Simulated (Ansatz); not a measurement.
The system is Te2Mo.

```
Te Mo
1.0
     3.51820    0.00000    0.00000
    -1.75910    3.04685    0.00000
     0.00000    0.00000   13.97360
Te Mo
4 2
Cartesian
  1.7591 1.0156 5.2960
  0.0000 2.0312 12.2828
  1.7591 1.0156 1.6908
  0.0000 2.0312 8.6776
  1.7591 1.0156 10.4802
  0.0000 2.0312 3.4934
```

Base run:

- Program: Ansatz 0.2.0
- Functional: PBE
- Potentials or basis: Ansatz PAW
- Cutoff: 420 eV (not typed: the program's choice for these potentials)
- k mesh: 9 × 9 × 2
- Occupations: fermi-dirac, width 0.05 eV
- Spin: no spin polarisation
- Hubbard terms: Mo d U = 6.2 eV

Its results: band gap on the k mesh 0.64 eV, indirect (least direct gap 0.70 eV); pressure 2.3 GPa; largest force 0.051 eV/Å.

Q: The run is repeated on the same cell with these changes: potentials or basis from Ansatz PAW to Ansatz PAW earlier set; cutoff from 420 eV (not typed: the program's choice for these potentials) to 640 eV (not typed: the program's choice for these potentials); hubbard terms from Mo d U = 6.2 eV to none; hubbard projectors from ortho-atomic (the default) to none. What comes out?

A: Band gap on the k mesh 0.78 eV, indirect (least direct gap 1.04 eV); pressure 2.9 GPa; largest force 0.176 eV/Å.

Caveats: spin-orbit coupling is left out, which moves the levels of the heavy elements; this functional lacks dispersion, which binds the layers, so the pressure and a relaxed spacing across them are unreliable; the U is typed as a test and isn't derived for this compound (some runs); the k mesh misses the band edges, so the gap on the mesh is wider than the one along the path (some runs).
